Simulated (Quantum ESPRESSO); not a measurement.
# PbS (Galena) (Fm-3m) in Quantum ESPRESSO: settings compared, part 3 of 3

Quantum ESPRESSO 7.5. The steps go on from the part before.

## Step 4: Dielectric tensor, LDA

pw.in

```
&CONTROL
  calculation = 'scf'
  prefix = 'pwscf'
  outdir = './tmp'
  pseudo_dir = './pseudo'
  tprnfor = .true.
  tstress = .true.
  disk_io = 'low'
/
&SYSTEM
  ibrav = 0
  nat = 2
  ntyp = 2
  ecutwfc = 56
  nbnd = 16
  occupations = 'smearing'
  smearing = 'fd'
  degauss = 0.00367493
/
&ELECTRONS
  conv_thr = 4d-10
  electron_maxstep = 120
  mixing_beta = 0.5
/
ATOMIC_SPECIES
Pb   207.2000 Pb.upf
S     32.0600 S.upf
CELL_PARAMETERS angstrom
   0.0000000000    2.9657500000    2.9657500000
   2.9657500000    0.0000000000    2.9657500000
   2.9657500000    2.9657500000    0.0000000000
ATOMIC_POSITIONS angstrom
Pb     0.0000000000    0.0000000000    0.0000000000
S      2.9657500000    2.9657500000    2.9657500000
K_POINTS automatic
8 8 8 1 1 1
```

gamma.in

```
&CONTROL
  calculation = 'bands'
  prefix = 'pwscf'
  outdir = './tmp'
  pseudo_dir = './pseudo'
  disk_io = 'low'
  verbosity = 'high'
/
&SYSTEM
  ibrav = 0
  nat = 2
  ntyp = 2
  ecutwfc = 56
  nbnd = 16
  occupations = 'smearing'
  smearing = 'fd'
  degauss = 0.00367493
/
&ELECTRONS
  conv_thr = 1d-08
  electron_maxstep = 120
  mixing_beta = 0.5
  diago_full_acc = .true.
  startingwfc = 'random'
/
ATOMIC_SPECIES
Pb   207.2000 Pb.upf
S     32.0600 S.upf
CELL_PARAMETERS angstrom
   0.0000000000    2.9657500000    2.9657500000
   2.9657500000    0.0000000000    2.9657500000
   2.9657500000    2.9657500000    0.0000000000
ATOMIC_POSITIONS angstrom
Pb     0.0000000000    0.0000000000    0.0000000000
S      2.9657500000    2.9657500000    2.9657500000
K_POINTS crystal
1
0.0 0.0 0.0 1
```

scf2.in

```
&CONTROL
  calculation = 'scf'
  prefix = 'pwscf'
  outdir = './tmp'
  pseudo_dir = './pseudo'
  tprnfor = .true.
  tstress = .true.
  disk_io = 'low'
/
&SYSTEM
  ibrav = 0
  nat = 2
  ntyp = 2
  ecutwfc = 56
  nbnd = 16
  occupations = 'fixed'
/
&ELECTRONS
  conv_thr = 1d-13
  electron_maxstep = 120
  mixing_beta = 0.5
  startingpot = 'file'
/
ATOMIC_SPECIES
Pb   207.2000 Pb.upf
S     32.0600 S.upf
CELL_PARAMETERS angstrom
   0.0000000000    2.9657500000    2.9657500000
   2.9657500000    0.0000000000    2.9657500000
   2.9657500000    2.9657500000    0.0000000000
ATOMIC_POSITIONS angstrom
Pb     0.0000000000    0.0000000000    0.0000000000
S      2.9657500000    2.9657500000    2.9657500000
K_POINTS automatic
8 8 8 1 1 1
```

ph.in

```
dielectric of PbS
&INPUTPH
  prefix = 'pwscf'
  outdir = './tmp'
  tr2_ph = 1d-18
  fildyn = 'dyn'
  niter_ph = 90
  alpha_mix(1) = 0.7
  epsil = .true.
  trans = .false.
  zeu = .true.
/
0.0000000000 0.0000000000 0.0000000000
```

Potentials or basis: PseudoDojo 0.4.1 SR LDA standard.

The run is started by

```console
$ OMP_NUM_THREADS=1 pw.x -in pw.in > pw.out
$ OMP_NUM_THREADS=1 pw.x -in gamma.in > gamma.out
$ OMP_NUM_THREADS=1 pw.x -in scf2.in > scf2.out
$ OMP_NUM_THREADS=1 ph.x -in ph.in > ph.out
```

pw.out:

```text
This program is part of the open-source Quantum ESPRESSO suite
     for quantum simulation of materials; please cite
[... 9 lines left out ...]
     --------------------
     sticks:   dense  smooth     PW     G-vecs:    dense   smooth      PW
     Sum         955     955    301                19891    19891    3479

     Using Slab Decomposition

     bravais-lattice index     =            0
     lattice parameter (alat)  =       7.9259  a.u.
     unit-cell volume          =     352.0710 (a.u.)^3
     number of atoms/cell      =            2
     number of atomic types    =            2
     number of electrons       =        20.00
     number of Kohn-Sham states=           16
     kinetic-energy cutoff     =      56.0000  Ry
     charge density cutoff     =     224.0000  Ry
     scf convergence threshold =      4.0E-10
     mixing beta               =       0.5000
     number of iterations used =            8  plain     mixing
     Exchange-correlation= SLA  PW   NOGX NOGC
                           (   1   4   0   0   0   0   0)

     celldm(1)=   7.925897  celldm(2)=   0.000000  celldm(3)=   0.000000
     celldm(4)=   0.000000  celldm(5)=   0.000000  celldm(6)=   0.000000

     crystal axes: (cart. coord. in units of alat)
               a(1) = (   0.000000   0.707107   0.707107 )
               a(2) = (   0.707107   0.000000   0.707107 )
               a(3) = (   0.707107   0.707107   0.000000 )

     reciprocal axes: (cart. coord. in units 2 pi/alat)
               b(1) = ( -0.707107  0.707107  0.707107 )
               b(2) = (  0.707107 -0.707107  0.707107 )
               b(3) = (  0.707107  0.707107 -0.707107 )

     PseudoPot. # 1 for Pb read from file:
     Pb.upf
     Pseudo is Norm-conserving + core correction, Zval = 14.0
     Generated using ONCVPSP code by D. R. Hamann
     Using radial grid of 1638 points,  6 beta functions with:
                l(1) =   0
                l(2) =   0
                l(3) =   1
                l(4) =   1
                l(5) =   2
                l(6) =   2

     PseudoPot. # 2 for S  read from file:
     S.upf
     Pseudo is Norm-conserving + core correction, Zval =  6.0
     Generated using ONCVPSP code by D. R. Hamann
     Using radial grid of 1132 points,  6 beta functions with:
                l(1) =   0
                l(2) =   0
                l(3) =   1
                l(4) =   1
                l(5) =   2
                l(6) =   2

     atomic species   valence    mass     pseudopotential
     Pb               14.00   207.20000     Pb( 1.00)
     S                 6.00    32.06000     S ( 1.00)

     48 Sym. Ops., with inversion, found

   Cartesian axes

     site n.     atom                  positions (alat units)
         1        Pb     tau(   1) = (   0.0000000   0.0000000   0.0000000  )
         2        S      tau(   2) = (   0.7071068   0.7071068   0.7071068  )

     number of k points=    60  Fermi-Dirac smearing, width (Ry)=  0.0037
                       cart. coord. in units 2pi/alat
        k(    1) = (   0.0441942   0.0441942   0.0441942), wk =   0.0078125
        k(    2) = (   0.1325825   0.1325825  -0.0441942), wk =   0.0234375
        k(    3) = (   0.2209709   0.2209709  -0.1325825), wk =   0.0234375
        k(    4) = (   0.3093592   0.3093592  -0.2209709), wk =   0.0234375
        k(    5) = (  -0.3093592  -0.3093592   0.3977476), wk =   0.0234375
        k(    6) = (  -0.2209709  -0.2209709   0.3093592), wk =   0.0234375
[... 52 lines left out ...]
        k(   59) = (   0.3093592   0.3093592   0.3093592), wk =   0.0078125
        k(   60) = (  -0.3093592  -0.3093592   0.9280777), wk =   0.0234375

     Dense  grid:    19891 G-vectors     FFT dimensions: (  40,  40,  40)

     Initial potential from superposition of free atoms

     starting charge      19.9983, renormalised to      20.0000
     Starting wfcs are   13 randomized atomic wfcs +    3 random wfcs

     Self-consistent Calculation

     iteration #  1     ecut=    56.00 Ry     beta= 0.50
     Davidson diagonalization with overlap
     ethr =  1.00E-02,  avg # of iterations =  5.7

     Threshold (ethr) on eigenvalues was too large:
     Diagonalizing with lowered threshold

     Davidson diagonalization with overlap
     ethr =  5.77E-04,  avg # of iterations =  1.8

     total energy              =    -162.68236785 Ry
     estimated scf accuracy    <       0.11210197 Ry

     iteration #  2     ecut=    56.00 Ry     beta= 0.50
     Davidson diagonalization with overlap
     ethr =  5.61E-04,  avg # of iterations =  2.4

     total energy              =    -162.71312684 Ry
     estimated scf accuracy    <       0.01860031 Ry

     iteration #  3     ecut=    56.00 Ry     beta= 0.50
     Davidson diagonalization with overlap
     ethr =  9.30E-05,  avg # of iterations =  3.8

     total energy              =    -162.71644168 Ry
     estimated scf accuracy    <       0.00085807 Ry
[... 33 lines left out ...]
     total energy              =    -162.71650108 Ry
     estimated scf accuracy    <       0.00000002 Ry

     iteration #  9     ecut=    56.00 Ry     beta= 0.50
     Davidson diagonalization with overlap
     ethr =  8.51E-11,  avg # of iterations =  2.3

     total energy              =    -162.71650108 Ry
     estimated scf accuracy    <          1.8E-09 Ry

     iteration # 10     ecut=    56.00 Ry     beta= 0.50
     Davidson diagonalization with overlap
     ethr =  9.04E-12,  avg # of iterations =  2.0

     End of self-consistent calculation

          k = 0.0442 0.0442 0.0442 (  2505 PWs)   bands (ev):

    -8.3176  -8.3167  -8.3167  -8.3085  -8.3085  -5.1488   2.1329   6.2661
     6.2661   6.3443  13.0520  13.2218  13.2218  15.0281  15.1429  15.1429

          k = 0.1326 0.1326-0.0442 (  2520 PWs)   bands (ev):

    -8.3176  -8.3168  -8.3166  -8.3095  -8.3012  -4.9684   1.6057   6.0601
     6.4407   6.8386  11.6583  12.1592  12.7921  15.0481  15.3191  15.9576

          k = 0.2210 0.2210-0.1326 (  2498 PWs)   bands (ev):

    -8.3285  -8.3277  -8.3153  -8.2930  -8.2857  -4.5562   0.6586   6.0377
     6.6147   7.4782  10.1549  11.0257  11.8401  15.2575  16.1269  17.0291

          k = 0.3094 0.3094-0.2210 (  2486 PWs)   bands (ev):

    -8.3395  -8.3375  -8.3140  -8.2760  -8.2732  -4.0645  -0.2306   6.1835
     6.6781   7.9784   9.1117  10.3686  11.0148  16.1235  17.3862  18.3168
[... 103 lines left out ...]
    -8.3804  -8.3220  -8.3032  -8.2872  -8.2683  -3.6511  -0.1876   4.6524
     5.7094   7.1412  10.0797  11.4834  12.5042  16.1798  17.1382  18.5321

          k = 0.2210-0.3094 0.3977 (  2484 PWs)   bands (ev):

    -8.3502  -8.3343  -8.3118  -8.2774  -8.2696  -3.8973  -0.3661   5.9075
     6.4141   7.7172   9.2592  10.6106  11.2727  16.2243  17.9238  18.6448

          k =-0.6629 0.0442 0.0442 (  2480 PWs)   bands (ev):

    -8.4613  -8.3426  -8.2830  -8.2565  -8.2557  -3.4741   0.9551   3.2702
     4.9944   5.0350  12.1805  13.7165  13.7970  13.9164  19.5600  20.2878

          k =-0.5745 0.1326-0.0442 (  2484 PWs)   bands (ev):

    -8.4348  -8.3346  -8.2921  -8.2658  -8.2604  -3.6217   0.6157   3.9733
     4.9326   5.6686  12.2110  12.6515  13.2419  14.1514  19.4843  19.6381

          k =-0.4861 0.2210-0.1326 (  2484 PWs)   bands (ev):

    -8.3869  -8.3182  -8.3129  -8.2806  -8.2662  -3.7984   0.0731   5.0179
     5.4341   6.6349  10.6894  11.9545  12.3423  14.8181  18.5336  19.1522

          k =-0.4861 0.0442 0.0442 (  2484 PWs)   bands (ev):

    -8.4165  -8.3371  -8.2898  -8.2701  -8.2683  -3.9436   0.7903   4.8749
     5.2507   5.3396  12.1319  12.4778  13.3937  13.5843  18.8400  19.2951

          k =-0.3977 0.1326-0.0442 (  2496 PWs)   bands (ev):

    -8.3761  -8.3273  -8.3047  -8.2823  -8.2757  -4.2255   0.6665   5.3246
     5.7489   6.4385  10.8469  12.2813  12.5676  14.0540  18.1964  18.5065

          k =-0.3094 0.0442 0.0442 (  2507 PWs)   bands (ev):

    -8.3517  -8.3273  -8.3021  -8.2934  -8.2892  -4.6116   1.1409   5.7298
     5.7463   7.1338  10.3725  12.7649  12.9826  13.6019  17.4513  17.5638

          k = 0.1326 0.1326 0.1326 (  2517 PWs)   bands (ev):

    -8.3202  -8.3202  -8.3164  -8.3007  -8.3007  -4.8825   1.3556   6.3487
     6.3487   6.8812  11.4002  12.0757  12.0757  14.9730  15.7817  15.7817

          k = 0.2210 0.2210 0.0442 (  2504 PWs)   bands (ev):

    -8.3261  -8.3239  -8.3153  -8.3012  -8.2881  -4.6283   0.8917   5.6299
     6.6731   7.5304  10.2321  11.0967  12.4426  15.5277  15.7084  17.2113
[... 118 lines left out ...]
    -8.3942  -8.3141  -8.3113  -8.2816  -8.2661  -3.6049  -0.0749   4.3981
     5.8037   6.4199  10.8199  11.6795  12.7133  15.2707  18.2717  18.4239

          k = 0.3094 0.3094 0.3094 (  2482 PWs)   bands (ev):

    -8.3400  -8.3400  -8.3150  -8.2705  -8.2705  -3.9667  -0.4520   6.6332
     6.6332   8.1276   8.9099  10.3157  10.3157  16.5658  18.1683  18.1683

          k =-0.3094-0.3094 0.9281 (  2483 PWs)   bands (ev):

    -8.3539  -8.3339  -8.3103  -8.2766  -8.2699  -3.8109  -0.4364   5.6774
     6.4413   7.5693   9.3792  10.5755  11.4579  16.5785  17.9662  18.0846

     the Fermi energy is     8.4967 ev

!    total energy              =    -162.71650108 Ry
     estimated scf accuracy    <          3.2E-11 Ry
     smearing contrib. (-TS)   =      -0.00000051 Ry
     internal energy E=F+TS    =    -162.71650057 Ry

     The total energy is F=E-TS. E is the sum of the following terms:
     one-electron contribution =     -36.07670936 Ry
     hartree contribution      =      30.38369194 Ry
     xc contribution           =     -45.79383907 Ry
     ewald contribution        =    -111.22964409 Ry

     convergence has been achieved in  10 iterations

     Forces acting on atoms (cartesian axes, Ry/au):

     atom    1 type  1   force =     0.00000000   -0.00000000   -0.00000000
     atom    2 type  2   force =    -0.00000000    0.00000000    0.00000000

     Total force =     0.000000     Total SCF correction =     0.000000

     Computing stress (Cartesian axis) and pressure

          total   stress  (Ry/bohr**3)                   (kbar)     P=      -25.81
  -0.00017545  -0.00000000  -0.00000000          -25.81       -0.00       -0.00
  -0.00000000  -0.00017545  -0.00000000           -0.00      -25.81       -0.00
  -0.00000000  -0.00000000  -0.00017545           -0.00       -0.00      -25.81

=------------------------------------------------------------------------------=
   JOB DONE.
=------------------------------------------------------------------------------=
```

Wall time 5.4 min (1 thread of Arm Neoverse V2, shared host); peak memory 0.08 GiB.

Results:

| Quantity | Value |
| --- | --- |
| Free energy | -2213.8708 eV |
| Pressure | -2.6 GPa |
| Electronic dielectric tensor (diagonal) | 18.09 |
| Born charges (mean of the diagonal) | Pb +4.55; S -4.54 e |

Electronic dielectric tensor:
```
18.09  0.00  0.00
 0.00 18.09  0.00
 0.00  0.00 18.09
```

Born effective charge tensors (e):
atom 1, Pb
```
4.55 0.00 0.00
0.00 4.55 0.00
0.00 0.00 4.55
```
atom 2, S
```
-4.54  0.00  0.00
 0.00 -4.54  0.00
 0.00  0.00 -4.54
```

The run has no spin-orbit coupling, so splittings on Pb are missing.

## Step 5: Dielectric tensor, PBE

pw.in is that of step 4.

gamma.in is that of step 4.

scf2.in is that of step 4.

ph.in is that of step 4.

Potentials or basis: PseudoDojo 0.4.1 SR PBE standard.

The run is started by

```console
$ OMP_NUM_THREADS=1 pw.x -in pw.in > pw.out
$ OMP_NUM_THREADS=1 pw.x -in gamma.in > gamma.out
$ OMP_NUM_THREADS=1 pw.x -in scf2.in > scf2.out
$ OMP_NUM_THREADS=1 ph.x -in ph.in > ph.out
```

pw.out:

```text
This program is part of the open-source Quantum ESPRESSO suite
     for quantum simulation of materials; please cite
[... 9 lines left out ...]
     --------------------
     sticks:   dense  smooth     PW     G-vecs:    dense   smooth      PW
     Sum         955     955    301                19891    19891    3479

     Using Slab Decomposition

     bravais-lattice index     =            0
     lattice parameter (alat)  =       7.9259  a.u.
     unit-cell volume          =     352.0710 (a.u.)^3
     number of atoms/cell      =            2
     number of atomic types    =            2
     number of electrons       =        20.00
     number of Kohn-Sham states=           16
     kinetic-energy cutoff     =      56.0000  Ry
     charge density cutoff     =     224.0000  Ry
     scf convergence threshold =      4.0E-10
     mixing beta               =       0.5000
     number of iterations used =            8  plain     mixing
     Exchange-correlation= PBE
[... 187 lines left out ...]
     ethr =  6.83E-11,  avg # of iterations =  2.5

     End of self-consistent calculation

          k = 0.0442 0.0442 0.0442 (  2505 PWs)   bands (ev):

    -8.0995  -8.0986  -8.0986  -8.0821  -8.0821  -4.8536   2.5451   6.5566
     6.5566   6.6399  13.5065  13.6741  13.6741  15.4356  15.5289  15.5289
[... 293 lines left out ...]
    -8.1279  -8.1087  -8.0921  -8.0586  -8.0517  -3.5686  -0.0034   5.9973
     6.7265   7.9252   9.8123  11.0071  11.8692  17.0294  18.3941  18.4500

     the Fermi energy is     8.8980 ev

!    total energy              =    -162.91780360 Ry
     estimated scf accuracy    <          1.7E-10 Ry
     smearing contrib. (-TS)   =      -0.00000024 Ry
     internal energy E=F+TS    =    -162.91780337 Ry

     The total energy is F=E-TS. E is the sum of the following terms:
     one-electron contribution =     -35.82627462 Ry
     hartree contribution      =      30.48166348 Ry
     xc contribution           =     -46.34354814 Ry
     ewald contribution        =    -111.22964409 Ry

     convergence has been achieved in   9 iterations

     Forces acting on atoms (cartesian axes, Ry/au):

     atom    1 type  1   force =     0.00000000    0.00000000   -0.00000000
     atom    2 type  2   force =     0.00000000    0.00000000    0.00000000

     Total force =     0.000000     Total SCF correction =     0.000000

     Computing stress (Cartesian axis) and pressure

          total   stress  (Ry/bohr**3)                   (kbar)     P=       22.52
   0.00015307   0.00000000   0.00000000           22.52        0.00        0.00
   0.00000000   0.00015307   0.00000000            0.00       22.52        0.00
   0.00000000   0.00000000   0.00015307            0.00        0.00       22.52

=------------------------------------------------------------------------------=
   JOB DONE.
=------------------------------------------------------------------------------=
```

gamma.out:

```text
This program is part of the open-source Quantum ESPRESSO suite
     for quantum simulation of materials; please cite
         "P. Giannozzi et al., J. Phys.:Condens. Matter 21 395502 (2009);
         "P. Giannozzi et al., J. Phys.:Condens. Matter 29 465901 (2017);
         "P. Giannozzi et al., J. Chem. Phys. 152 154105 (2020);
     in publications or presentations arising from this work. More details at
[... 585 lines left out ...]

    -8.0997  -8.0997  -8.0997  -8.0815  -8.0815  -4.8872   2.6677   6.5464
     6.5464   6.5464  13.9176  13.9176  13.9176  15.4188  15.4188  15.4188

=------------------------------------------------------------------------------=
   JOB DONE.
=------------------------------------------------------------------------------=
```

Wall time 5.8 min (1 thread of Arm Neoverse V2, shared host); peak memory 0.08 GiB.

What came out:

| Quantity | Value |
| --- | --- |
| Free energy | -2216.6096 eV |
| Pressure | 2.3 GPa |
| Electronic dielectric tensor (diagonal) | 16.33 |
| Born charges (mean of the diagonal) | Pb +4.44; S -4.44 e |

Levels at points of the mesh, in eV from the valence-band top:
```csv
k point,band 6,band 7,band 8,band 9,band 10,band 11,band 12,band 13,band 14,band 15
"(0.06, 0.06, 0.06)",-13.35,-5.95,-1.94,-1.94,-1.85,5.01,5.18,5.18,6.94,7.04
```

Electronic dielectric tensor:
```
16.33  0.00  0.00
 0.00 16.33  0.00
 0.00  0.00 16.33
```

Born effective charge tensors (e):
atom 1, Pb
```
4.44 0.00 0.00
0.00 4.44 0.00
0.00 0.00 4.44
```
atom 2, S
```
-4.44  0.00  0.00
 0.00 -4.44  0.00
 0.00  0.00 -4.44
```

## Step 6: The runs side by side

```csv
task,level,potentials or basis,cell,k mesh,cutoff (eV),form of the LDA correlation,pressure (GPa)
phonons,PBE,PseudoDojo 0.4.1 SR PBE standard,relaxed,"4 × 4 × 4, shifted",762,-,2.1
phonons,PBE,PseudoDojo 0.4 SR PBE stringent,relaxed,"4 × 4 × 4, shifted",1225,-,2.0
dielectric tensor,LDA,PseudoDojo 0.4.1 SR LDA standard,as given,"8 × 8 × 8, shifted",762,PW92,-2.6
dielectric tensor,PBE,PseudoDojo 0.4.1 SR PBE standard,as given,"8 × 8 × 8, shifted",762,-,2.3
```

Alike in all rows: no spin polarisation; smearing fermi-dirac 0.05 eV.

Total energies depend on the potentials used, so only differences within one code and one set of settings carry meaning.

## Step 7: Against experiment

Step 2. Against the measured high-frequency dielectric constant of PbS, 17.2 (300 K; a printed reference work, monograph), the calculated 12.26 is off by -28.7 %.

Step 3. Against the measured high-frequency dielectric constant of PbS, 17.2 (300 K; a printed reference work, monograph), the calculated 12.25 is off by -28.8 %.

Step 4. Measured high-frequency dielectric constant of PbS: 17.2 (300 K; a printed reference work, monograph). This calculation gives 18.09 (+5.2 %).

Step 5. Against the measured high-frequency dielectric constant of PbS, 17.2 (300 K; a printed reference work, monograph), the calculated 16.33 is off by -5.0 %.
